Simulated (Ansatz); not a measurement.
## rutile-structured SnO2

Method: PBE with spin–orbit coupling; two-component spinors; PAW, 420 eV, 6×6×10 k-mesh, Gaussian smearing of 0.05 eV; code Ansatz; PAW files: Ansatz's generated set soft_2.

```yaml
crystal:
  lattice:
    - [4.82651, 0.00000, 0.00000]
    - [0.00000, 4.82651, 0.00000]
    - [0.00000, 0.00000, 3.23915]
  atoms:
    - { symbol: Sn, position: [0.00000, 0.00000, 0.00000] }
    - { symbol: Sn, position: [0.50000, 0.50000, 0.50000] }
    - { symbol: O, position: [0.30652, 0.30652, 0.00000] }
    - { symbol: O, position: [0.80652, 0.19348, 0.50000] }
    - { symbol: O, position: [0.19348, 0.80652, 0.50000] }
    - { symbol: O, position: [0.69348, 0.69348, 0.00000] }
```

The start was a prototype's sites filled with these elements; the Crystallography Open Database holds the compound in this structure.

The run above is the reference. The same cell was run again with other input settings; several of them aren't fit for production, so the rows show the settings' effect and aren't properties of the material.

| keys changed | outcome | ΔE (meV/atom) | P (GPa) | gap on the mesh (eV) | cell moment (μB) | largest force component (eV/Å) | SCF iterations | rough core-seconds | new warnings |
| --- | --- | --- | --- | --- | --- | --- | --- | --- | --- |
| none (reference) | converged | 0.0 | -0.1 | 0.68 | 0.00 (no moment typed) | 0.007 | – | – | – |
| hamiltonian.xc: "pbe" → "rpbe" | converged | – | 3.9 | 0.77 | 0.00 (no moment typed) | 0.013 | 8 | 60 | – |
| scf.eigensolver.kind: "davidson"; basis.precision: "f64"; kpoints.mp_grid.grid: [6, 6, 10] → [8, 8, 12]; basis.ecutwfc: 420 → "550 eV" | converged | -5.8 | -0.1 | 0.69 | 0.00 (no moment typed) | 0.008 | 9 | 400 | – |
| basis.ecutwfc: 420 → "600 eV"; scf.mixing.preconditioner: "resta"; kpoints.mp_grid.shift: [0.5, 0.5, 0.5] | converged | -6.0 | 0.0 | 1.34 | 0.00 (no moment typed) | 0.008 | 8 | 40 | – |
| scf.mixing.algorithm: "msr1"; scf.mixing.beta: 0.3; hamiltonian.dispersion: "d4"; basis.ecutwfc: 420 → "700 eV" | converged | – | -3.3 | 0.69 | 0.00 (no moment typed) | 0.004 | 8 | 100 | – |
| basis.ecutwfc: 420 → "800 eV" | converged | -6.4 | -0.1 | 0.69 | 0.00 (no moment typed) | 0.008 | 8 | 210 | – |
| hamiltonian.dispersion: "d3bj" | converged | – | -2.9 | 0.68 | 0.00 (no moment typed) | 0.003 | 8 | 60 | – |
| scf.algorithm: "density_mixing"; scf.mixing.algorithm: "anderson"; scf.mixing.beta: 0.05 | converged | 0.0 | -0.1 | 0.68 | 0.00 (no moment typed) | 0.007 | 15 | 90 | – |

ΔE is the energy with the smearing extrapolated to zero. It is left out where the change alters the Hamiltonian or the spin treatment. The varied runs start from atomic densities (corrected by the program's trained start where that serves), with the default search for lower states unless a row changes it.

(1) What happens with these changes: basis.ecutwfc: 420 → "33.1 Ry"?

(2) What happens with these changes: basis.ecutwfc: 420 → "700 eV"; scf.initial_density.chi_scale: 0.3?

Answers:

(1) outcome converged, ΔE (meV/atom) -4.2, P (GPa) 0.0, gap on the mesh (eV) 0.69, cell moment (μB) 0.00 (no moment typed), largest force component (eV/Å) 0.007, SCF iterations 8, rough core-seconds 60.

(2) outcome converged, ΔE (meV/atom) -6.3, P (GPa) -0.1, gap on the mesh (eV) 0.69, cell moment (μB) 0.00 (no moment typed), largest force component (eV/Å) 0.008, SCF iterations 9, rough core-seconds 120.

The pair part of a dispersion correction pulls inward (a three-body part mostly pushes out), and in metals and ionic crystals with large ions it often overbinds.

Of the reference: Kohn–Sham gaps of semilocal functionals lie under measured ones, often by a third or more. The relaxed cell is 6 % larger in volume than the cell of this structure in the Crystallography Open Database (11.92 Å³/atom, 1997).
